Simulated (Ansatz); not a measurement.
Time and memory for GeS

```yaml
crystal:
  lattice:
    - [10.78075161, 0.0, 0.0]
    - [0.0, 3.60314037, 0.0]
    - [0.0, 0.0, 4.52312513]
  atoms:
    - { symbol: Ge, position: [0.8745033156, 0.25, 0.3582325652] }
    - { symbol: Ge, position: [0.1254966844, 0.75, 0.6417674348] }
    - { symbol: Ge, position: [0.6254966844, 0.75, 0.8582325652] }
    - { symbol: Ge, position: [0.3745033156, 0.25, 0.1417674348] }
    - { symbol: S, position: [0.6531740257, 0.25, 0.4989964963] }
    - { symbol: S, position: [0.3468259743, 0.75, 0.5010035037] }
    - { symbol: S, position: [0.8468259743, 0.75, -0.0010035037] }
    - { symbol: S, position: [0.1531740257, 0.25, 1.0010035037] }
kpoints:
  mp_grid: { grid: [3, 9, 7] }
scf:
  occupations: { method: fermi_dirac, width: 0.01 }
hamiltonian:
  xc: r2scan
  pseudopotentials: { kind: paw }
output:
  forces: true
  stress: true
  populations: true
  efg:
    quadrupole_moments_barn: { Ge: -0.196, S: -0.0694 }
    contact_densities: true
```

```sh
ansatz run input.yaml --threads 1 --pin off --max-ram 3072MiB --backend cpu --events-out ev --progress --plain --runs-dir out
```

It runs on 1 thread of Arm Neoverse N1 (aarch64; 36 cores open to the job, memory cap 3.0 GiB, no GPU), a shared host with a load of 0.9 a core.

Problem. How much time and memory should be set aside?

Solution. About 1.8 min of wall time (1.8 min of CPU time) and 0.88 GiB. The run holds 80 valence electrons in 48 bands, about 4499 plane waves a k-point and 40 irreducible k-points, and took 7 SCF iterations. Times on a shared host vary by tens of per cent.
